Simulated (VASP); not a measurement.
# Al (Fm-3m) in VASP: notebook, part 2 of 2

VASP 6.6.1.

**4. Vibrations by finite differences, PBE**

This run uses another cell than the first one, of 16.48 Å³/atom, 0.993 times its volume.

INCAR reads:

```
ALGO     = Fast           # electronic algorithm
EDIFF    = 1E-8           # SCF threshold, eV
ENCUT    = 520            # plane-wave cutoff, eV
GGA      = PE             # functional
IBRION   = 6              # ionic algorithm
ISIF     = 3              # what is computed and relaxed
ISMEAR   = 1              # smearing method
LASPH    = True           # aspherical terms in the spheres
LCHARG   = False          # write CHGCAR
LREAL    = False          # projectors in reciprocal space
LWAVE    = False          # write WAVECAR
NELM     = 100            # most SCF steps
NFREE    = 2            
NSW      = 1              # ionic steps
POTIM    = 0.015          # step
PREC     = Accurate       # precision mode
SIGMA    = 0.2            # smearing width, eV
```

KPOINTS reads:

```
k-points
0
Gamma
  18 18 18
```

POSCAR reads:

```
Al                                      
1.0
    0.0000000000      2.0199997602      2.0199997602
    2.0199997602      0.0000000000      2.0199997602
    2.0199997602      2.0199997602      0.0000000000
  Al            
     1
Direct
     0.0000000000000000    0.0000000000000000    0.0000000000000000
```

Potentials or basis: VASP PAW PBE potentials, release 64 (Al).

Run with:

```console
> cat potpaw_PBE.64/Al/POTCAR > POTCAR
> mpirun -np 1 vasp_std > vasp.out
```

OUTCAR:

```text
EDIFF = 1E-8
   ENCUT = 520
   GGA = PE
   IBRION = 6
   ISIF = 3
   ISMEAR = 1
   LASPH = True
   LREAL = False
   NELM = 100
   NFREE = 2
   NSW = 1
   POTIM = 0.015
   PREC = Accurate

 ion  position               nearest neighbor table
   1  0.000  0.000  0.000-

  LATTYP: Found a face centered cubic cell.
 ALAT       =     4.0399995204

  Lattice vectors:

 A1 = (   0.0000000000,   2.0199997602,   2.0199997602)
 A2 = (   2.0199997602,   0.0000000000,   2.0199997602)
 A3 = (   2.0199997602,   2.0199997602,   0.0000000000)

Analysis of symmetry for initial positions (statically):
=====================================================================
 Subroutine PRICEL returns:
 Original cell was already a primitive cell.

 Routine SETGRP: Setting up the symmetry group for a
 face centered cubic supercell.

 Subroutine GETGRP returns: Found 48 space group operations
 (whereof 48 operations were pure point group operations)
 out of a pool of 48 trial point group operations.

The static configuration has the point symmetry O_h .

Analysis of symmetry for dynamics (positions and initial velocities):
=====================================================================
 Subroutine PRICEL returns:
 Original cell was already a primitive cell.

 Routine SETGRP: Setting up the symmetry group for a
 face centered cubic supercell.

 Subroutine GETGRP returns: Found 48 space group operations
[... 539 lines left out ...]

 [... further k-points ...]
[... 5 lines left out ...]
  --------------------------------------------------------------------------------------
  -------------------------------------------------------------------------------------
  Total        0.0001219      0.0001219      0.0001219     -0.0000000     -0.0000000      0.0000000
  in kB        0.0118441      0.0118441      0.0118441     -0.0000000     -0.0000000      0.0000000
  external PRESSURE =       0.0118441 kB  Pullay stress =       0.0000000 kB
[... 16 lines left out ...]
  FREE ENERGIE OF THE ION-ELECTRON SYSTEM (eV)
  ---------------------------------------------------
  free  energy   TOTEN  =        -3.7436854574 eV

  energy  without entropy=       -3.7428456379  energy(sigma->0) =       -3.74340552

 INTERNAL STRAIN TENSORS FROM STRAINED CELLS
 ============================================

 INTERNAL STRAIN TENSOR FOR ION    1 for displacements in x,y,z  (eV/Angst):
          X           Y           Z          XY          YZ          ZX
  --------------------------------------------------------------------------------
  x     0.00000     0.00000     0.00000     0.00000     0.00000    -0.00000
  y     0.00000    -0.00000    -0.00000    -0.00000     0.00000     0.00000
  z     0.00000     0.00000    -0.00000    -0.00000     0.00000    -0.00000

 INTERNAL STRAIN TENSORS FROM DISPLACED ATOMS
 ============================================

 INTERNAL STRAIN TENSOR FOR ION    1 for displacements in x,y,z  (eV/Angst):
          X           Y           Z          XY          YZ          ZX
  --------------------------------------------------------------------------------
  x     0.00000     0.00000     0.00000     0.00000     0.00000     0.00000
  y     0.00000     0.00000     0.00000     0.00000     0.00000     0.00000
  z     0.00000     0.00000     0.00000     0.00000     0.00000     0.00000

 Eigenvectors and eigenvalues of the dynamical matrix
 ----------------------------------------------------

   1 f  =    0.000000 THz     0.000000 2PiTHz    0.000000 cm-1     0.000000 meV
             X         Y         Z           dx          dy          dz
      0.000000  0.000000  0.000000     0.000000    0.000000    1.000000

   2 f  =    0.000000 THz     0.000000 2PiTHz    0.000000 cm-1     0.000000 meV
             X         Y         Z           dx          dy          dz
      0.000000  0.000000  0.000000    -0.935304    0.353845    0.000000

   3 f  =    0.000000 THz     0.000000 2PiTHz    0.000000 cm-1     0.000000 meV
             X         Y         Z           dx          dy          dz
      0.000000  0.000000  0.000000     0.353845    0.935304    0.000000

--------------------------------------------------------------------------------------------------------

 ELASTIC MODULI CONTR FROM IONIC RELAXATION (kBar)
 Direction    XX          YY          ZZ          XY          YZ          ZX
 --------------------------------------------------------------------------------
 XX           0.0000      0.0000      0.0000      0.0000      0.0000      0.0000
 YY           0.0000      0.0000      0.0000      0.0000      0.0000      0.0000
 ZZ           0.0000      0.0000      0.0000      0.0000      0.0000      0.0000
 XY           0.0000      0.0000      0.0000      0.0000      0.0000      0.0000
 YZ           0.0000      0.0000      0.0000      0.0000      0.0000      0.0000
 ZX           0.0000      0.0000      0.0000      0.0000      0.0000      0.0000
 --------------------------------------------------------------------------------

 TOTAL ELASTIC MODULI (kBar)
 Direction    XX          YY          ZZ          XY          YZ          ZX
 --------------------------------------------------------------------------------
 XX         928.4569    704.5617    704.5617      0.0000      0.0000     -0.0000
 YY         704.5617    928.4569    704.5617      0.0000      0.0000      0.0000
 ZZ         704.5617    704.5617    928.4569      0.0000      0.0000     -0.0000
 XY           0.0000      0.0000      0.0000    123.3394      0.0000      0.0000
 YZ           0.0000      0.0000      0.0000      0.0000    123.3394      0.0000
 ZX          -0.0000      0.0000     -0.0000      0.0000      0.0000    123.3394
 --------------------------------------------------------------------------------
```

OSZICAR:

```text
N       E                     dE             d eps       ncg     rms          rms(c)
DAV:   1    -0.155833128342E+01   -0.15583E+01   -0.79626E+02  2050   0.316E+02
DAV:   2    -0.374737733780E+01   -0.21890E+01   -0.19817E+01  2490   0.303E+01
DAV:   3    -0.376611252544E+01   -0.18735E-01   -0.18357E-01  2640   0.338E+00
DAV:   4    -0.376617823099E+01   -0.65706E-04   -0.65676E-04  2515   0.184E-01
[... 14 lines left out ...]
RMM:   4    -0.374368514269E+01   -0.98028E-06   -0.94621E-06  1950   0.260E-02    0.140E-03
RMM:   5    -0.374368538752E+01   -0.24482E-06   -0.21342E-06  1950   0.130E-02    0.486E-04
RMM:   6    -0.374368543861E+01   -0.51089E-07   -0.49057E-07  1909   0.549E-03    0.385E-04
RMM:   7    -0.374368545443E+01   -0.15820E-07   -0.12615E-07  1822   0.302E-03    0.966E-05
RMM:   8    -0.374368545745E+01   -0.30227E-08   -0.30247E-08  1745   0.131E-03
  15 F= -.37436855E+01 E0= -.37434055E+01  d E =-.839820E-03
```

stdout:

```text
POSCAR found type information on POSCAR Al
 POSCAR found :  1 types and       1 ions
 scaLAPACK will be used
 LDA part: xc-table for (Slater+PW92), standard interpolation
 POSCAR, INCAR and KPOINTS ok, starting setup
 FFT: planning ... GRIDC
 FFT: planning ... GRID_SOFT
 FFT: planning ... GRID
 WAVECAR not read
 entering main loop
 Found     1 degrees of freedom:
 Adding 6 more for cell shape distortion
 Finite differences POTIM= 0.01500 DOF=   7
 bond charge predicted
 Finite differences progress:
 bond charge predicted
 Finite differences progress:
 bond charge predicted
 Finite differences progress:
 bond charge predicted
 Finite differences progress:
 bond charge predicted
 Finite differences progress:
 bond charge predicted
 Finite differences progress:
 bond charge predicted
 Finite differences progress:
 bond charge predicted
 Finite differences progress:
 bond charge predicted
 Finite differences progress:
 bond charge predicted
 Finite differences progress:
 bond charge predicted
 Finite differences progress:
 bond charge predicted
 Finite differences progress:
 bond charge predicted
 Finite differences progress:
 bond charge predicted
 Finite differences progress:
```

Run time: 9.2 min. Hardware: 1 thread of AMD EPYC 7R13 (Zen 3), shared host; peak memory 0.34 GiB.

Results:

```
Elastic constants C11, C12, C44 : 93, 70, 12 GPa
Voigt bulk modulus              : 78 GPa
```

Elastic tensor in Voigt notation (GPa, in the Cartesian axes of the cell as first typed):
```
93 70 70  0  0  0
70 93 70  0  0  0
70 70 93  0  0  0
 0  0  0 12  0  0
 0  0  0  0 12  0
 0  0  0  0  0 12
```

Clamped-ion elastic tensor (GPa):
```
93 70 70  0  0  0
70 93 70  0  0  0
70 70 93  0  0  0
 0  0  0 12  0  0
 0  0  0  0 12  0
 0  0  0  0  0 12
```
